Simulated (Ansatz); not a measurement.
**NaCl: energy against volume in PBE, exact exchange and the RPA**

One table from this session's results is given with a row withheld; the runs are named, their logs left out.

Program: Ansatz 0.2.0. PBE orbitals, norm-conserving pseudopotentials, plane waves. Calculated at 0 K for a non-magnetic cell.

**Starting point**

The cell was relaxed beforehand with r2SCAN; volume changes: +0 %, -5 %, +5 %, -10 %, +10 %.

The symmetry is Fm-3m (No. 225, cubic); conventional cell a = 5.606 Å, 22.02 Å³ an atom. Near Na stand 6 Cl at 2.80 Å; near Cl stand 6 Na at 2.80 Å.

The structure in full:

```cif
data_structure
_symmetry_space_group_name_H-M 'P 1'
_symmetry_Int_Tables_number 1
_cell_length_a 3.9637
_cell_length_b 3.9637
_cell_length_c 3.9637
_cell_angle_alpha 60.000
_cell_angle_beta 60.000
_cell_angle_gamma 60.000
_cell_volume 44.04
loop_
_atom_site_label
_atom_site_type_symbol
_atom_site_fract_x
_atom_site_fract_y
_atom_site_fract_z
_atom_site_occupancy
Na1 Na 0.00000 0.00000 0.00000 1
Cl1 Cl 0.50000 0.50000 0.50000 1
```

The first run:

The input, input.yaml:

```yaml
crystal:
  lattice:
    - [0.0, 2.8027925223, 2.8027925223]
    - [2.8027925223, 0.0, 2.8027925223]
    - [2.8027925223, 2.8027925223, 0.0]
  atoms:
    - { symbol: Na, position: [0.0, 0.0, 0.0] }
    - { symbol: Cl, position: [0.5, 0.5, 0.5] }
kpoints:
  mp_grid: { grid: [4, 4, 4] }
hamiltonian:
  xc: pbe
  pseudopotentials: { kind: nc }
scf:
  occupations: { method: fixed }
output:
  rpa_energy:
    ecut_chi_ladder: [223, 250, 277, 307, 337]
    long_wavelength: optical_limit
basis:
  ecutwfc: 1197.300995
```

Steps of the session up to this table: The unscaled cell; Volume -5 %; Volume +5 %; Volume -10 %; Volume +10 %.

One table of the session follows, with a row left open; its other results are not shown here.

It belongs to the step «The three curves». Energies in meV/atom from the unscaled cell:

```
volume (Å³/atom)   PBE  exact exchange  EXX+RPA  RPA correlation
          19.816  42.1            62.8     14.2            -48.7
          20.917     ?               ?        ?                ?
          22.018   0.0             0.0      0.0              0.0
          23.119  -4.2           -12.2     12.1             24.3
          24.220  -0.6           -15.4     22.9             38.4
```

**Question.** Estimate the row for volume (Å³/atom) = 20.917.

Worked estimate for «PBE». A straight line through the neighbours (19.816, 42.1) and (22.018, 0.0) gives 42.1 + (0.0 − 42.1) × (20.917 − 19.816) / (22.018 − 19.816) = 21.0; a parabola fitted to 3 rows on both sides gives 15.4.

As computed: PBE: 14.4; exact exchange: 23.8; EXX+RPA: 5.7; RPA correlation: -18.1. In «PBE» the line misses by +6.6 and the parabola by +1.0.

Limits of these values: The curve is too rough to resolve B₀ and B₀′ of EXX+RPA; its minimum, near 21.6 Å³/atom, is a rough guide.
